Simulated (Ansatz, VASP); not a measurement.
**WC (Qusongite) in VASP and in Ansatz**

INCAR

```
SYSTEM = WC
PREC = Accurate
ENCUT = 600
EDIFF = 1E-6
ISMEAR = -1
SIGMA = 0.05
LREAL = .FALSE.
LASPH = .TRUE.
NELM = 100
ALGO = Normal
ISIF = 3
LWAVE = .FALSE.
LCHARG = .FALSE.
GGA = PS
IBRION = 2
NSW = 80
EDIFFG = -0.01
```

Contents of KPOINTS:

```
Automatic mesh
0
G
  13 13 12
  0 0 0
```

The input POSCAR:

```
WC
1.0
    2.9065000000      0.0000000000      0.0000000000
   -1.4532500000      2.5171028361      0.0000000000
    0.0000000000      0.0000000000      2.8366000000
W C
1 1
Direct
    0.0000000000      0.0000000000      0.0000000000
    0.6666666667      0.3333333333      0.5000000000
```

Input for Ansatz:

```yaml
crystal:
  lattice:
    - [2.9065, 0.0, 0.0]
    - [-1.45325, 2.5171028361, 0.0]
    - [0.0, 0.0, 2.8366]
  atoms:
    - { symbol: W, position: [0.0, 0.0, 0.0] }
    - { symbol: C, position: [0.6666666667, 0.3333333333, 0.5] }
kpoints:
  mp_grid: { grid: [13, 13, 12] }
scf:
  occupations: { method: fermi_dirac, width: 0.05 }
hamiltonian:
  xc: pbesol
  pseudopotentials: { kind: paw, azcp: { folder: soft_1 } }
output:
  forces: true
  stress: true
  populations: true
  efg: { contact_densities: true }
  write_density: true
  write_potential: true
  elf: true
  volumetric_format: npy
relax:
  f_tol: 0.01
  max_steps: 60
  cell: {}
```

Alike in both runs: task relaxation of cell and atoms; functional PBEsol; k mesh 13 × 13 × 12; occupations fermi-dirac, width 0.05 eV; no spin polarisation.

|  | VASP | Ansatz |
| --- | --- | --- |
| version | VASP 6.6.1 | Ansatz 0.2.0 |
| potentials or method | VASP PAW PBE potentials, release 64 (W_sv, C) | plane-wave PAW, scalar-relativistic |
| plane-wave cutoff (eV) | 600 | 420 |
| valence electrons in the cell | 18 | 18 |

|  | VASP | Ansatz | Ansatz less VASP |
| --- | --- | --- | --- |
| relaxed volume (Å³/atom) | 10.32 | 10.29 | -0.027 |
| relaxed cell length with the largest relative difference (Å) | 2.830 | 2.827 | -0.0030 |

Ansatz warned: «gradients_without_spin_orbit».

Caveats: the PAW data sets were made with another functional, which shifts forces and pressure a little (VASP). Spin-orbit coupling is left out, which matters for the levels of W.
